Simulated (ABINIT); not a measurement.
CdS (Hawleyite):

```
Cd S
1.0
     0.00000    2.91650    2.91650
     2.91650    0.00000    2.91650
     2.91650    2.91650    0.00000
Cd S
1 1
Direct
  0.00000 0.00000 0.00000
  0.75000 0.75000 0.75000
```

Base run:

| Quantity | Value |
| --- | --- |
| Program | ABINIT 10.8.3 (patched build) |
| Functional | PBE |
| Potentials or basis | JTH PAW PBE v2.0 |
| Cutoff | 599 eV |
| k mesh | 5 × 5 × 5 |
| Occupations | fermi-dirac, width 0.05 eV |
| Spin | no spin polarisation |

Its results: band gap on the k mesh 1.12 eV, direct.

The run is repeated on the same cell with these changes: functional from PBE to PBEsol; cutoff from 599 eV to 544 eV; fine-grid cutoff from 1197.3 eV to 1088.46 eV. What comes out?

Band gap on the k mesh 0.98 eV, direct.

